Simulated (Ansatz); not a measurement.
**CaSe: equation of state**

An exercise on one series of results from a longer session: the logs are not shown, and one member is left open.

The COD entry's cell or inner coordinates are ideal or old and differ from later refinements, so a difference from it is no clean test against experiment.

Program: Ansatz 0.2.0. Level of theory: DFT PBE, scalar-relativistic. These are calculated values, not measurements.

**The structure to begin with**

The structure is cubic, space group Fm-3m (No. 225). The conventional cell has a = 5.912 Å, b = 5.912 Å, c = 5.912 Å, α = 90.00°, β = 90.00°, γ = 90.00°. Ca (site symmetry m-3m) has 6 Se at 2.96 Å as nearest neighbours. Se (site symmetry m-3m) is surrounded by 6 Ca at 2.96 Å.

Structure file:

```
Ca Se
1.0
     0.00000    2.95600    2.95600
     2.95600    0.00000    2.95600
     2.95600    2.95600    0.00000
Ca Se
1 1
Direct
  0.00000 0.00000 0.00000
  0.50000 0.50000 0.50000
```

The cell is a deposited one (Crystallography Open Database entry 1010880); the temperature and pressure of the measurement aren't taken into account, and nothing was relaxed.

Atoms are numbered in the order of the input: Ca1, Se2.

The first run:

input.yaml

```yaml
crystal:
  lattice:
    - [0.0, 2.9058886243, 2.9058886243]
    - [2.9058886243, 0.0, 2.9058886243]
    - [2.9058886243, 2.9058886243, 0.0]
  atoms:
    - { symbol: Ca, position: [0.0, 0.0, 0.0] }
    - { symbol: Se, position: [0.5, 0.5, 0.5] }
kpoints:
  mp_grid: { grid: [7, 7, 7] }
scf:
  occupations: { method: fermi_dirac, width: 0.02 }
hamiltonian:
  xc: pbe
  pseudopotentials: { kind: all_electron, lapw: { basis_error: 0.00025 } }
output:
  forces: true
  stress: true
  eigenvalues: true
```

Run with:

```sh
> ansatz run input.yaml --threads 1 --pin off --max-ram 2048MiB --backend cpu --events-out ev --progress --plain --runs-dir out
```

Among the steps run: Volume × 0.95, LAPW; Volume × 0.95, PAW; Volume × 0.95, crystal datasets; Volume × 0.975, LAPW; Volume × 0.975, PAW; Volume × 1.025, LAPW; Volume × 1.025, PAW; Volume × 1.05, LAPW; Volume × 1.05, PAW; Volume × 1.05, crystal datasets.

One table of the session follows, with a row left open; its other results are not shown here.

It belongs to the step «Fits». 

| method | volume (Å³/atom) | pressure (GPa) | gap on the k mesh (eV) |
| --- | --- | --- | --- |
| LAPW | 24.538 | 4.16 | 1.96 |
| LAPW | 25.184 | 2.57 | 2.03 |
| LAPW | 25.829 | 1.17 | 2.09 |
| LAPW | 26.475 | -0.07 | 2.15 |
| LAPW | 27.121 | -1.16 | 2.20 |
| PAW | 24.538 | 4.16 | 1.96 |
| PAW | 25.184 | 2.57 | 2.03 |
| PAW | 25.829 | 1.17 | 2.09 |
| PAW | 26.475 | ? | ? |
| PAW | 27.121 | -1.16 | 2.20 |
| crystal datasets | 24.538 | 4.16 | 1.96 |
| crystal datasets | 25.829 | 1.17 | 2.09 |
| crystal datasets | 27.121 | -1.16 | 2.20 |

**Question.** Estimate the row for PAW, 26.475.

As computed: pressure (GPa): -0.06; gap on the k mesh (eV): 2.15. In the column «pressure (GPa)» it lies between LAPW, 26.475 (-0.07) and LAPW, 25.829 (1.17).

Limits of these values: Warnings in the runs' records: crystal datasets made.
